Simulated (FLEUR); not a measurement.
# Ta (P6_3/mmc) in FLEUR: a series of runs

One crystal, Ta, is run at these levels: SCAN, TPSS; tasks: band structure.

Everything below comes from runs of FLEUR MaX-R8.1 (later development tree). Logs are shortened: lines on timing, memory, paths and dates and some standing lists are left out, and cuts for length are marked.

## Step 1: Starting point

Symmetry: P6_3/mmc, No. 194, hexagonal system. The conventional cell has a = 2.900 Å, b = 2.900 Å, c = 5.166 Å, α = 90.00°, β = 90.00°, γ = 120.00°. Ta (site symmetry -6m2) is surrounded by 12 Ta at 2.90 to 3.08 Å.

This isn't the form of Ta at room conditions, which is bcc.

## Step 2: Band structure, SCAN

inp.xml reads:

```xml
<?xml version="1.0" encoding="UTF-8" standalone="no"?>
<fleurInput fleurInputVersion="0.39">
   <comment>
      Ta                                                                                                  
   </comment>
   <calculationSetup>
      <cutoffs Kmax="4.1" Gmax="12.7" GmaxXC="12.7" numbands="0"/>
      <scfLoop itmax="80" minDistance="0.0001" maxIterBroyd="30" imix="Anderson" alpha="0.05" precondParam="0.0" spinf="2.0" sdNocoIR="T"/>
      <coreElectrons ctail="F" frcor="F" kcrel="0" coretail_lmax="0"/>
      <xcFunctional name="LibXC" relativisticCorrections="F">
         <LibXCName exchange="mgga_x_scan" correlation="mgga_c_scan"/>
         <AuxGGA exchange="117" correlation="130"/>
      </xcFunctional>
      <magnetism jspins="1"/>
      <soc l_soc="F" theta="0.0" phi="0.0" spav="F"/>
      <expertModes spex="0" secvar="F"/>
      <geometryOptimization l_f="F" forcealpha="1.0" forcemix="BFGS" epsdisp="0.00001" epsforce="0.00001"/>
      <ldaU l_linMix="F" mixParam="0.05" spinf="1.0"/>
   </calculationSetup>
   <cell>
      <bzIntegration valenceElectrons="54.0" mode="hist" fermiSmearingEnergy="0.00183747">
         <kPointListSelection listName="default-1"/>
         <!-- k-points included here -->
         <xi:include xmlns:xi="http://www.w3.org/2001/XInclude" href="kpts.xml"> </xi:include>
      </bzIntegration>
      <!-- symmetry operations included here -->
      <xi:include xmlns:xi="http://www.w3.org/2001/XInclude" href="sym.xml"> </xi:include>
      <bulkLattice scale="1.0">
         <bravaisMatrix>
            <row-1>    5.4809088766524683     0.0000000000000000     0.0000000000000000</row-1>
            <row-2>   -2.7404544383262341     4.7466063230114566     0.0000000000000000</row-2>
            <row-3>    0.0000000000000000     0.0000000000000000     9.7628429446417382</row-3>
         </bravaisMatrix>
      </bulkLattice>
   </cell>
   <atomSpecies>
      <species name="Tantalum (Ta)" element="Ta" atomicNumber="73">
         <mtSphere radius="2.51" gridPoints="839" logIncrement="0.016"/>
         <atomicCutoffs lmax="10" lnonsphr="10"/>
         <electronConfig flipSpins="F">
            <coreConfig>(1s1/2) (2s1/2) (2p1/2) (2p3/2) (3s1/2) (3p1/2) (3p3/2) (4s1/2) (3d3/2) (3d5/2) (4p1/2) (4p3/2) (4d3/2) (4d5/2)</coreConfig>
            <valenceConfig>(5s1/2) (5p1/2) (5p3/2) (6s1/2) (4f5/2) (4f7/2) (5d3/2) (5d5/2)</valenceConfig>
            <stateOccupation state="(5d3/2)" spinUp="0.600000" spinDown="0.600000"/>
            <stateOccupation state="(5d5/2)" spinUp="0.900000" spinDown="0.900000"/>
         </electronConfig>
         <energyParameters s="6" p="6" d="5" f="4"/>
         <lo type="SCLO" l="0" n="5" eDeriv="0"/>
         <lo type="SCLO" l="1" n="5" eDeriv="0"/>
         <lo type="SCLO" l="2" n="5" eDeriv="2"/>
         <lo type="SCLO" l="3" n="4" eDeriv="2"/>
      </species>
   </atomSpecies>
   <atomGroups>
      <atomGroup species="Tantalum (Ta)">
         <relPos label="                   1">1.000/3.000 -1.000/3.000 1.000/4.000</relPos>
         <relPos label="                   2">-1.000/3.000 1.000/3.000 -1.000/4.000</relPos>
         <force calculate="T" relaxXYZ="TTT"/>
      </atomGroup>
   </atomGroups>
   <output dos="F" band="F" slice="F">
      <checks vchk="F" cdinf="F"/>
      <bandDOS minEnergy="-.5*Htr" maxEnergy="0.5*Htr" sigma="0.015" storeEVData="T"/>
      <vacuumDOS vacdos="F" integ="F" star="F" nstars="0" locx1="0.0" locy1="0.0" locx2="0.0" locy2="0.0" nstm="0" tworkf="0.0"/>
      <unfoldingBand unfoldBand="F" supercellX="1" supercellY="1" supercellZ="1"/>
      <plotting iplot="0" polar="F">
         <plot TwoD="T" vec1="  1.0  0.0  0.0" vec2="  0.0  1.0  0.0" vec3="  0.0  0.0  1.0" zero="  0.0  0.0  0.0" file="plot"/>
      </plotting>
      <chargeDensitySlicing numkpt="0" minEigenval="0.0" maxEigenval="0.0" nnne="0" pallst="F"/>
      <specialOutput eonly="F"/>
      <moessbauerParams electricFieldGradient="T" isomerShift="T" coreHyperfine="T" valenceHyperfine="T"/>
      <magneticCircularDichroism mcd="F" energyLo="-10.0" energyUp="0.0"/>
   </output>
  <!-- We include the file relax.xml here to enable relaxations (see documentation) -->
  <xi:include xmlns:xi="http://www.w3.org/2001/XInclude" href="relax.xml"> <xi:fallback/> </xi:include>
</fleurInput>
```

crystal.txt reads:

```
Ta
&input cartesian=F /
2.9003720726  0.0000000000  0.0000000000
-1.4501860363  2.5117958953  0.0000000000
0.0000000000  0.0000000000  5.1662740000
1.8897261246
1.0 1.0 1.0

2
73 0.3333333334  0.6666666668  0.2500000000
73 0.6666666668  0.3333333334  0.7500000000

&kpt div1=11 div2=11 div3=5 gamma=T /
```

inp.xml (bands) reads:

```
<?xml version="1.0" encoding="UTF-8" standalone="no"?>
<fleurInput fleurInputVersion="0.39">
   <comment>
      Ta                                                                                                  
   </comment>
   <calculationSetup>
      <cutoffs Kmax="4.1" Gmax="12.7" GmaxXC="12.7" numbands="0"/>
      <scfLoop itmax="80" minDistance="0.0001" maxIterBroyd="30" imix="Anderson" alpha="0.05" precondParam="0.0" spinf="2.0" sdNocoIR="T"/>
      <coreElectrons ctail="F" frcor="F" kcrel="0" coretail_lmax="0"/>
      <xcFunctional name="LibXC" relativisticCorrections="F">
         <LibXCName exchange="mgga_x_scan" correlation="mgga_c_scan"/>
         <AuxGGA exchange="117" correlation="130"/>
      </xcFunctional>
      <magnetism jspins="1"/>
      <soc l_soc="F" theta="0.0" phi="0.0" spav="F"/>
      <expertModes spex="0" secvar="F"/>
      <geometryOptimization l_f="F" forcealpha="1.0" forcemix="BFGS" epsdisp="0.00001" epsforce="0.00001"/>
      <ldaU l_linMix="F" mixParam="0.05" spinf="1.0"/>
   </calculationSetup>
   <cell>
      <bzIntegration valenceElectrons="54.0" mode="hist" fermiSmearingEnergy="0.00183747">
         <kPointListSelection listName="path-1"/>
         <!-- k-points included here -->
         <xi:include xmlns:xi="http://www.w3.org/2001/XInclude" href="kpts.xml"> </xi:include>
      </bzIntegration>
      <!-- symmetry operations included here -->
      <xi:include xmlns:xi="http://www.w3.org/2001/XInclude" href="sym.xml"> </xi:include>
      <bulkLattice scale="1.0">
         <bravaisMatrix>
            <row-1>    5.4809088766524683     0.0000000000000000     0.0000000000000000</row-1>
            <row-2>   -2.7404544383262341     4.7466063230114566     0.0000000000000000</row-2>
            <row-3>    0.0000000000000000     0.0000000000000000     9.7628429446417382</row-3>
         </bravaisMatrix>
      </bulkLattice>
   </cell>
   <atomSpecies>
      <species name="Tantalum (Ta)" element="Ta" atomicNumber="73">
         <mtSphere radius="2.51" gridPoints="839" logIncrement="0.016"/>
         <atomicCutoffs lmax="10" lnonsphr="10"/>
         <electronConfig flipSpins="F">
            <coreConfig>(1s1/2) (2s1/2) (2p1/2) (2p3/2) (3s1/2) (3p1/2) (3p3/2) (4s1/2) (3d3/2) (3d5/2) (4p1/2) (4p3/2) (4d3/2) (4d5/2)</coreConfig>
            <valenceConfig>(5s1/2) (5p1/2) (5p3/2) (6s1/2) (4f5/2) (4f7/2) (5d3/2) (5d5/2)</valenceConfig>
            <stateOccupation state="(5d3/2)" spinUp="0.600000" spinDown="0.600000"/>
            <stateOccupation state="(5d5/2)" spinUp="0.900000" spinDown="0.900000"/>
         </electronConfig>
         <energyParameters s="6" p="6" d="5" f="4"/>
         <lo type="SCLO" l="0" n="5" eDeriv="0"/>
         <lo type="SCLO" l="1" n="5" eDeriv="0"/>
         <lo type="SCLO" l="2" n="5" eDeriv="2"/>
         <lo type="SCLO" l="3" n="4" eDeriv="2"/>
      </species>
   </atomSpecies>
   <atomGroups>
      <atomGroup species="Tantalum (Ta)">
         <relPos label="                   1">1.000/3.000 -1.000/3.000 1.000/4.000</relPos>
         <relPos label="                   2">-1.000/3.000 1.000/3.000 -1.000/4.000</relPos>
         <force calculate="T" relaxXYZ="TTT"/>
      </atomGroup>
   </atomGroups>
   <output dos="F" band="T" slice="F">
      <checks vchk="F" cdinf="F"/>
      <bandDOS minEnergy="-.5*Htr" maxEnergy="0.5*Htr" sigma="0.015" storeEVData="T"/>
      <vacuumDOS vacdos="F" integ="F" star="F" nstars="0" locx1="0.0" locy1="0.0" locx2="0.0" locy2="0.0" nstm="0" tworkf="0.0"/>
      <unfoldingBand unfoldBand="F" supercellX="1" supercellY="1" supercellZ="1"/>
      <plotting iplot="0" polar="F">
         <plot TwoD="T" vec1="  1.0  0.0  0.0" vec2="  0.0  1.0  0.0" vec3="  0.0  0.0  1.0" zero="  0.0  0.0  0.0" file="plot"/>
      </plotting>
      <chargeDensitySlicing numkpt="0" minEigenval="0.0" maxEigenval="0.0" nnne="0" pallst="F"/>
      <specialOutput eonly="F"/>
      <moessbauerParams electricFieldGradient="T" isomerShift="T" coreHyperfine="T" valenceHyperfine="T"/>
      <magneticCircularDichroism mcd="F" energyLo="-10.0" energyUp="0.0"/>
   </output>
  <!-- We include the file relax.xml here to enable relaxations (see documentation) -->
  <xi:include xmlns:xi="http://www.w3.org/2001/XInclude" href="relax.xml"> <xi:fallback/> </xi:include>
</fleurInput>
```

Potentials or basis: all-electron, FLAPW.

Run with:

```
$ inpgen -f crystal.txt -profile fastHighL
$ # inp.xml edited to the form shown
$ fleur_MPI
$ fleur_MPI   # second run, on inp.xml (bands)
```

The program printed:

```text
Welcome to FLEUR        (www.flapw.de)
      MaX-Release 8.1          (www.max-centre.eu)
 func_ids         267         263         267         263
 MetaGGA potential functional detected - V_tau will be computed
 Auxiliary Potential for radial basis: exchange=         117  correlation=         130
The functional 'SCAN exchange of Sun, Ruzsinszky, and Perdew' is an exchange functional, it belongs to the 'MGGA' family and is defined in the reference(s):
[1] J. Sun, A. Ruzsinszky, and J. P. Perdew.,  Phys. Rev. Lett. 115, 036402 (2015)
The functional 'SCAN correlation of Sun, Ruzsinszky, and Perdew' is a correlation functional, it belongs to the 'MGGA' family and is defined in the reference(s):
[1] J. Sun, A. Ruzsinszky, and J. P. Perdew.,  Phys. Rev. Lett. 115, 036402 (2015)
 Using same functional for VXC and EXC

 ========== k-point set info ==========
 Selected k-point list: default-1
 k-point list type: mesh
 11 x 11 x 5
 Number of k points: 48

 ------------Calculation Setup---------------------------
 Number of MPI-tasks      :            1
 Number of PE/node        :            1
 Number of OMP-threads    :            1
 Most efficient MPI parallelization for:
           1           2           3           4           6           8          12          16          24          48
 Additional eigenvalue parallelization possible
 Number of basis functions:          369
 Approximate size of matrices (H+S) per k-point:         0.002 GB
 --------------------------------------------------------
The functional 'Hammer, Hansen, and Norskov' is an exchange functional, it belongs to the 'GGA' family and is defined in the reference(s):
[... 6 lines left out ...]
 Reset of history
 Reset of history
 Iteration:     1   Distance:      53.54880962 me/bohr^3
The functional 'Hammer, Hansen, and Norskov' is an exchange functional, it belongs to the 'GGA' family and is defined in the reference(s):
[1] B. Hammer, L. B. Hansen, and J. K. Nørskov.,  Phys. Rev. B 59, 7413 (1999)
The functional 'Perdew, Burke & Ernzerhof' is a correlation functional, it belongs to the 'GGA' family and is defined in the reference(s):
[1] J. P. Perdew, K. Burke, and M. Ernzerhof.,  Phys. Rev. Lett. 77, 3865 (1996)
[2] J. P. Perdew, K. Burke, and M. Ernzerhof.,  Phys. Rev. Lett. 78, 1396 (1997)
 Using same functional for VXC and EXC
 Iteration:     2   Distance:      50.86106363 me/bohr^3
The functional 'Hammer, Hansen, and Norskov' is an exchange functional, it belongs to the 'GGA' family and is defined in the reference(s):
[1] B. Hammer, L. B. Hansen, and J. K. Nørskov.,  Phys. Rev. B 59, 7413 (1999)
The functional 'Perdew, Burke & Ernzerhof' is a correlation functional, it belongs to the 'GGA' family and is defined in the reference(s):
[1] J. P. Perdew, K. Burke, and M. Ernzerhof.,  Phys. Rev. Lett. 77, 3865 (1996)
[2] J. P. Perdew, K. Burke, and M. Ernzerhof.,  Phys. Rev. Lett. 78, 1396 (1997)
 Using same functional for VXC and EXC
 Iteration:     3   Distance:      48.28611261 me/bohr^3
The functional 'Hammer, Hansen, and Norskov' is an exchange functional, it belongs to the 'GGA' family and is defined in the reference(s):
[1] B. Hammer, L. B. Hansen, and J. K. Nørskov.,  Phys. Rev. B 59, 7413 (1999)
The functional 'Perdew, Burke & Ernzerhof' is a correlation functional, it belongs to the 'GGA' family and is defined in the reference(s):
[1] J. P. Perdew, K. Burke, and M. Ernzerhof.,  Phys. Rev. Lett. 77, 3865 (1996)
[2] J. P. Perdew, K. Burke, and M. Ernzerhof.,  Phys. Rev. Lett. 78, 1396 (1997)
 Using same functional for VXC and EXC
 Iteration:     4   Distance:       5.91808784 me/bohr^3
The functional 'Hammer, Hansen, and Norskov' is an exchange functional, it belongs to the 'GGA' family and is defined in the reference(s):
[1] B. Hammer, L. B. Hansen, and J. K. Nørskov.,  Phys. Rev. B 59, 7413 (1999)
The functional 'Perdew, Burke & Ernzerhof' is a correlation functional, it belongs to the 'GGA' family and is defined in the reference(s):
[1] J. P. Perdew, K. Burke, and M. Ernzerhof.,  Phys. Rev. Lett. 77, 3865 (1996)
[2] J. P. Perdew, K. Burke, and M. Ernzerhof.,  Phys. Rev. Lett. 78, 1396 (1997)
 Using same functional for VXC and EXC
 Iteration:     5   Distance:       2.61468769 me/bohr^3
The functional 'Hammer, Hansen, and Norskov' is an exchange functional, it belongs to the 'GGA' family and is defined in the reference(s):
[... 60 lines left out ...]
 Using same functional for VXC and EXC
 Iteration:    14   Distance:       0.00068539 me/bohr^3
The functional 'Hammer, Hansen, and Norskov' is an exchange functional, it belongs to the 'GGA' family and is defined in the reference(s):
[1] B. Hammer, L. B. Hansen, and J. K. Nørskov.,  Phys. Rev. B 59, 7413 (1999)
The functional 'Perdew, Burke & Ernzerhof' is a correlation functional, it belongs to the 'GGA' family and is defined in the reference(s):
[1] J. P. Perdew, K. Burke, and M. Ernzerhof.,  Phys. Rev. Lett. 77, 3865 (1996)
[2] J. P. Perdew, K. Burke, and M. Ernzerhof.,  Phys. Rev. Lett. 78, 1396 (1997)
 Using same functional for VXC and EXC
 Iteration:    15   Distance:       0.00070085 me/bohr^3
The functional 'Hammer, Hansen, and Norskov' is an exchange functional, it belongs to the 'GGA' family and is defined in the reference(s):
[1] B. Hammer, L. B. Hansen, and J. K. Nørskov.,  Phys. Rev. B 59, 7413 (1999)
The functional 'Perdew, Burke & Ernzerhof' is a correlation functional, it belongs to the 'GGA' family and is defined in the reference(s):
[1] J. P. Perdew, K. Burke, and M. Ernzerhof.,  Phys. Rev. Lett. 77, 3865 (1996)
[2] J. P. Perdew, K. Burke, and M. Ernzerhof.,  Phys. Rev. Lett. 78, 1396 (1997)
 Using same functional for VXC and EXC
 Iteration:    16   Distance:       0.00014465 me/bohr^3
The functional 'Hammer, Hansen, and Norskov' is an exchange functional, it belongs to the 'GGA' family and is defined in the reference(s):
[1] B. Hammer, L. B. Hansen, and J. K. Nørskov.,  Phys. Rev. B 59, 7413 (1999)
The functional 'Perdew, Burke & Ernzerhof' is a correlation functional, it belongs to the 'GGA' family and is defined in the reference(s):
[1] J. P. Perdew, K. Burke, and M. Ernzerhof.,  Phys. Rev. Lett. 77, 3865 (1996)
[2] J. P. Perdew, K. Burke, and M. Ernzerhof.,  Phys. Rev. Lett. 78, 1396 (1997)
 Using same functional for VXC and EXC
 Iteration:    17   Distance:       0.00001808 me/bohr^3

 ********************************************************************
 Run finished successfully
 Stop message:
   all done
 ********************************************************************
```

It took 55 s on 1 thread of Arm Neoverse V2, shared host; peak memory 0.09 GiB.

Results:

```yaml
Free_energy: -850389.9981 eV
Band_gap_along_the_path: none (metal or under the smearing width)
Valence_electrons_inside_the_program's_atomic_spheres: Ta 24.85 (radii Ta 2.51 bohr)
```

Levels at the corners of the path, in eV from the Fermi level:
| point | band 24 | band 25 | band 26 | band 27 | band 28 | band 29 | band 30 | band 31 |
| --- | --- | --- | --- | --- | --- | --- | --- | --- |
| Γ | -5.29 | -0.73 | -0.24 | 0.55 | 0.55 | 1.13 | 1.13 | 3.19 |
| M | -4.05 | -3.43 | -0.57 | -0.32 | 0.42 | 0.97 | 5.91 | 6.72 |
| K | -2.05 | -2.05 | -1.75 | -0.50 | -0.50 | 1.09 | 4.11 | 4.11 |
| Γ | -5.29 | -0.73 | -0.24 | 0.55 | 0.55 | 1.13 | 1.13 | 3.19 |
| A | -6.83 | -1.33 | -1.33 | 0.61 | 0.61 | 0.61 | 0.61 | 4.70 |
| L | -4.56 | -2.39 | -2.39 | 1.46 | 1.46 | 2.79 | 2.79 | 5.73 |
| H | -2.52 | -2.04 | -2.04 | -0.63 | -0.63 | 1.63 | 1.63 | 5.31 |
| A | -6.83 | -1.33 | -1.33 | 0.61 | 0.61 | 0.61 | 0.61 | 4.70 |
| L | -4.56 | -2.39 | -2.39 | 1.46 | 1.46 | 2.79 | 2.79 | 5.73 |
| M | -4.05 | -3.43 | -0.57 | -0.32 | 0.42 | 0.97 | 5.91 | 6.72 |
| K | -2.05 | -2.05 | -1.75 | -0.50 | -0.50 | 1.09 | 4.11 | 4.11 |
| H | -2.52 | -2.04 | -2.04 | -0.63 | -0.63 | 1.63 | 1.63 | 5.31 |

Core levels (eV from the Fermi level):
| atom | levels |
| --- | --- |
| 1 Ta | 1s1/2 -67276.8, 2s1/2 -11546.6, 2p1/2 -11032.6, 2p3/2 -9762.4, 3s1/2 -2640.7, 3p1/2 -2412.8, 3p3/2 -2139.3, 4s1/2 -534.0, 3d3/2 -1755.4, 3d5/2 -1695.8, 4p1/2 -440.0, 4p3/2 -377.1, 4d3/2 -223.0, 4d5/2 -211.5 |
| 2 Ta | 1s1/2 -67276.8, 2s1/2 -11546.6, 2p1/2 -11032.6, 2p3/2 -9762.4, 3s1/2 -2640.7, 3p1/2 -2412.8, 3p3/2 -2139.3, 4s1/2 -534.0, 3d3/2 -1755.4, 3d5/2 -1695.8, 4p1/2 -440.0, 4p3/2 -377.1, 4d3/2 -223.0, 4d5/2 -211.5 |

Caveat: the meta-GGA is that of a development version, with a GGA for the radial functions and cores and without core tails; spin-orbit coupling is left out, which moves the levels of the heavy elements.

[end of part 1 of 2]
